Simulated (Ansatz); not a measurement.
LiH built on the CsCl prototype, relaxed with r2SCAN in Ansatz: the symmetry is Pm-3m (No. 221, cubic); a = 2.502 Å in the conventional setting, 7.83 Å³ an atom. Li has 8 H at 2.17 Å; H has 8 Li at 2.17 Å. The primitive cell holds 2 atoms in 15.66 Å³. Note: simulated data, non-magnetic, for a generated structure that need not be the stable one.

Computed values: PBE gives a gap of 0.71 eV and PBE0 (25 % exact exchange) 2.13 eV; one over PBE's mean ε∞ is 0.219. HSE06 (8×8×8) gives a least gap of 1.41 eV and a least direct gap of 5.27 eV. r2SCAN's ε∞ is 4.13.

Task: What is the density?

Result: The cell holds 1 Li, 1 H: M = 1×6.940 + 1×1.008 = 7.95 u in V = 15.66 Å³. ρ = 1.66054 × M/V = 1.66054 × 7.95/15.66 = 0.843 g/cm³, for the static r2SCAN lattice.

Task: Taking the gap as linear in the share of unscreened exchange, estimate the gap of the hybrid whose share is 1/ε∞.

Result: The slope is (2.13 − 0.71)/0.25 = 5.68 eV per unit share, so E_g ≈ 0.71 + 5.68 × 0.219 = 1.95 eV. The run with that share gives 1.95 eV (8×8×8 mesh), 0.00 eV from the straight line.

Task: At what wavelength does absorption set in by HSE06, excitons left aside?

Result: λ = 1239.84 eV nm/E: 879 nm for the least gap, where it needs phonons and is weak, and 235 nm for direct transitions.

Task: What refractive index and reflectivity at normal incidence follow, below the gap and above the phonons?

Result: n = √4.13 = 2.032; R = ((n − 1)/(n + 1))² = (1.032/3.032)² = 11.6 % a face.

The meshes of the hybrids are coarse, so their gaps aren't converged to the digits shown.
